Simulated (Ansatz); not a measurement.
# AlP: the cost of one run

Method: DFT PBEsol, scalar-relativistic, plane waves, PAW, in Ansatz 0.2.0.

The COD entry's cell or inner coordinates are ideal or old and differ from later refinements, so a difference from it is no clean test against experiment.

2 further runs of the same task are left out: 2 set aside as unsound or not needed.

### Step 1. Starting point

Symmetry: F-43m, No. 216, cubic system. The conventional cell has a = 5.470 Å, b = 5.470 Å, c = 5.470 Å, α = 90.00°, β = 90.00°, γ = 90.00°. Al (site symmetry -43m) has 4 P at 2.37 Å as nearest neighbours. P (site symmetry -43m) has 4 Al at 2.37 Å as nearest neighbours.

Coordinates:

```
CELL_PARAMETERS angstrom
0.00000 2.73517 2.73517
2.73517 0.00000 2.73517
2.73517 2.73517 0.00000
ATOMIC_POSITIONS crystal
Al 0.00000 0.00000 0.00000
P 0.75000 0.75000 0.75000
```

It is the result of an earlier relaxation at this level (volume 20.46 Å³/atom; gap on the mesh: 1.45 eV).

### Step 2. The cell under 30 GPa

What is minimised here is the enthalpy; the energy can go up as the cell is squeezed.

The input, input.yaml:

```yaml
crystal:
  lattice:
    - [0.0, 2.7351727453, 2.7351727453]
    - [2.7351727453, 0.0, 2.7351727453]
    - [2.7351727453, 2.7351727453, 0.0]
  atoms:
    - { symbol: Al, position: [0.0, 0.0, 0.0] }
    - { symbol: P, position: [0.75, 0.75, 0.75] }
basis:
  ecutwfc: 420
kpoints:
  mp_grid: { grid: [8, 8, 8] }
hamiltonian:
  xc: pbesol
scf:
  occupations: { method: fixed }
output:
  forces: true
  stress: true
  eigenvalues: true
  write_density: true
  write_potential: true
  elf: true
  volumetric_format: npy
relax:
  adjacent_minimum: "off"
  f_tol: 0.001
  max_steps: 60
  cell: { stress_tol: 0.02, p_target: 30.0 }
```

On the command line:

```bash
$ ansatz run input.yaml --threads 1 --pin off --max-ram 3072MiB --backend cpu --events-out ev --progress --plain --runs-dir out
```

What time and memory should one allow on 1 thread of Arm Neoverse V1, shared host?

About 11 s, with a peak of 0.29 GiB.
